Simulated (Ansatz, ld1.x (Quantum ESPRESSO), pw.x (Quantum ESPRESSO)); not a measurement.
**What a changed setting does to a pw.x run (fcc Nb)**

Potential: norm-conserving Troullier–Martins (Kleinman–Bylander form), ld1.x (Quantum ESPRESSO) 7.5, PBE; core [Kr], reference 4d4 5s1 5p0; waves: 5p (bound, empty): rc 4.00 bohr; 4d (bound): rc 2.05 bohr; 4f channel at 0.1 Ry: rc 3.05 bohr; 5s (bound): rc 3.15 bohr; local part: the s channel; core correction: a·sin(br)/r model core, default radius (core density twice the valence density).

The reference run (k-mesh 13³, cutoffs 50/200 Ry, Fermi–Dirac 0.01 Ry, mixing_beta 0.4, conv_thr 1e-9, no spin) gives 0.55 GPa at 18.774 Å³/atom, where all-electron LAPW gives 0.27 GPa. This run, with its own iteration cap, changes smearing to mv.

```
&control
  calculation='scf', prefix='x', pseudo_dir='./', outdir='./tmp', tstress=.true., disk_io='none'
/
&system
  ibrav=0, nat=1, ntyp=1, ecutwfc=50, ecutrho=200, nbnd=9,
  occupations='smearing', smearing='mv', degauss=0.01
/
&electrons
  conv_thr=1e-09, mixing_beta=0.4, electron_maxstep=50
/
ATOMIC_SPECIES
Nb 1.0 Nb.UPF
CELL_PARAMETERS angstrom
  0.00000000 2.10948094 2.10948094
  2.10948094 0.00000000 2.10948094
  2.10948094 2.10948094 0.00000000
ATOMIC_POSITIONS crystal
Nb 0.0000 0.0000 0.0000
K_POINTS automatic
13 13 13 0 0 0
```

```bash
pw.x < Nb.scf.in > Nb.scf.out
```

Problem. How does the run end?

Solution. It converges in 7 iterations; the free energy moves by +49.5 meV/atom and the pressure by -0.30 GPa. This scheme is built to cancel the term in the square of the width that Fermi–Dirac smearing leaves in the F of a metal.

```
Message from routine setup:
     using ibrav=0 with symmetry is DISCOURAGED, use correct ibrav instead
     lattice parameter (alat)  =       5.6375  a.u.
     unit-cell volume          =     126.6932 (a.u.)^3
     number of electrons       =         5.00
     number of Kohn-Sham states=            9
     kinetic-energy cutoff     =      50.0000  Ry
     charge density cutoff     =     200.0000  Ry
     scf convergence threshold =      1.0E-09
     Exchange-correlation= PBE
     number of k points=    84  Marzari-Vanderbilt smearing, width (Ry)=  0.0100
     iteration #  1     ecut=    50.00 Ry     beta= 0.40
     total energy              =     -17.42472785 Ry
     estimated scf accuracy    <       0.09532681 Ry
     iteration #  2     ecut=    50.00 Ry     beta= 0.40
     total energy              =     -17.42192541 Ry
     estimated scf accuracy    <       0.01504076 Ry
     iteration #  3     ecut=    50.00 Ry     beta= 0.40
     total energy              =     -17.42465684 Ry
     estimated scf accuracy    <       0.00009734 Ry
     iteration #  4     ecut=    50.00 Ry     beta= 0.40
     total energy              =     -17.42468804 Ry
     estimated scf accuracy    <       0.00003064 Ry
     iteration #  5     ecut=    50.00 Ry     beta= 0.40
     total energy              =     -17.42469302 Ry
     estimated scf accuracy    <       0.00000035 Ry
     iteration #  6     ecut=    50.00 Ry     beta= 0.40
     total energy              =     -17.42469303 Ry
     estimated scf accuracy    <       0.00000016 Ry
     iteration #  7     ecut=    50.00 Ry     beta= 0.40
     the Fermi energy is    10.8013 ev
!    total energy              =     -17.42469306 Ry
     estimated scf accuracy    <          1.2E-10 Ry
     smearing contrib. (-TS)   =       0.00015055 Ry
     The total energy is F=E-TS. E is the sum of the following terms:
     one-electron contribution =       7.92434944 Ry
     hartree contribution      =       0.15682423 Ry
     xc contribution           =     -11.12923097 Ry
     ewald contribution        =     -14.37678630 Ry
     convergence has been achieved in   7 iterations
          total   stress  (Ry/bohr**3)                   (kbar)     P=        2.49
     Message from routine punch:
     Nothing written, as per user request (disk_io='none')
```

The run took about 5.2 s on one core of a shared host (Neoverse-V1, 32 threads, 247 GiB, load 23).
